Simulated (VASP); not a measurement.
KI: relaxation of cell and atoms with LDA

The system is KI.

```
K I
1.0
     0.00000    3.53277    3.53277
     3.53277    0.00000    3.53277
     3.53277    3.53277    0.00000
K I
1 1
Direct
  0.00000 0.00000 0.00000
  0.50000 0.50000 0.50000
```

```yaml
Program: VASP 6.6.1
Task: relaxation of cell and atoms
Functional: LDA
Potentials_or_basis: VASP PAW LDA potentials, release 64 (K_sv, I)
Cutoff: 600 eV
k_mesh: 8 × 8 × 8
Occupations: gaussian, width 0.03 eV
Spin: no spin polarisation
Further_INCAR_settings: ALGO = Normal; EDIFF = 1e-06; IBRION = 2; EDIFFG = -0.01; NSW = 90; ISIF = 3
```

* Relaxed volume: 39.78 Å³/atom
* Relaxed cell: a = 4.827 Å, b = 4.827 Å, c = 4.827 Å, α = 60.00°, β = 60.00°, γ = 60.00°
* Space group after relaxing (to 0.05 Å): Fm-3m (No. 225)
* Energy gained by relaxing: 18.9 meV/atom
* Ionic steps: 4
* Pressure after relaxing: 0.0 GPa
* Band gap on the k mesh: 3.87 eV, direct

Step by step:
```
step  energy change (eV)  largest force (eV/Å)  pressure (GPa)  volume (Å³)
   1              0.0000                0.0000           -1.27        88.18
   2             -0.0278                0.0000           -0.73        83.79
   3             -0.0377                0.0000           -0.06        79.90
   4             -0.0378                0.0000            0.01        79.55
```

Final structure:
```yaml
crystal:
  lattice:
    - [0.00000, 3.41353, 3.41353]
    - [3.41353, 0.00000, 3.41353]
    - [3.41353, 3.41353, 0.00000]
  atoms:
    - { symbol: K, position: [0.00000, 0.00000, 0.00000] }
    - { symbol: I, position: [0.50000, 0.50000, 0.50000] }
```

Levels at points of the mesh, in eV from the valence-band top:
| k point | band 4 | band 5 | band 6 | band 7 | band 8 | band 9 | band 10 | band 11 | band 12 |
| --- | --- | --- | --- | --- | --- | --- | --- | --- | --- |
| (0.00, 0.00, 0.00) | -11.73 | -10.74 | 0.00 | 0.00 | 0.00 | 3.87 | 6.22 | 6.22 | 6.22 |
| (0.50, 0.00, 0.00) | -11.73 | -10.26 | -1.65 | -0.45 | -0.45 | 5.36 | 7.71 | 8.18 | 8.18 |
| (0.50, 0.50, 0.00) | -11.76 | -10.55 | -1.21 | -0.44 | -0.44 | 4.49 | 5.72 | 8.04 | 8.84 |

Wall time 83 s on 1 thread of Intel(R) Xeon(R) Platinum 8488C (Sapphire Rapids) (shared host), peak memory 0.21 GiB.

Caveat: spin-orbit coupling is left out, which moves the levels of the heavy elements. A k mesh can miss the band edges.
